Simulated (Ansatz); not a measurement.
The system is CoO.

```
CELL_PARAMETERS angstrom
0.00000 2.13150 2.13150
2.13150 0.00000 2.13150
2.13150 2.13150 0.00000
ATOMIC_POSITIONS crystal
Co 0.00000 0.00000 0.00000
O 0.50000 0.50000 0.50000
```

Alike in all runs: program Ansatz 0.2.0; functional PBEsol; potentials or basis Ansatz PAW; cutoff 420 eV (not typed: the program's choice for these potentials); k mesh 11 × 11 × 11; occupations fermi-dirac, width 0.05 eV.

Starts and where they ended:

```csv
start,free energy over the lowest (meV/atom),net moment (μB),site or absolute moments (μB),gap
"collinear spin, ferromagnetic start of up to 2 μB",0.0,2.96,Co +2.50; O +0.34,none (metal or under the smearing width)
"collinear spin, random start of up to 1.71 μB",0.0,2.96,Co +2.50; O +0.34,none (metal or under the smearing width)
no spin polarisation,253.3,-,-,none (metal or under the smearing width)
"collinear spin, ferromagnetic start of up to 3.5 μB",0.0,2.96,Co +2.50; O +0.34,none (metal or under the smearing width)
```

Allowing spin polarisation gains 253 meV/atom. A still lower state may exist.

Caveats: semilocal functionals often make such compounds metallic where correlation or magnetic order opens a gap, which also shifts bond lengths; a cell with one magnetic atom can't hold antiferromagnetic order, which such compounds often take (some runs); an odd number of electrons without spin polarisation forces a metal (some runs); a magnetic or distorted state may lie lower (some runs).
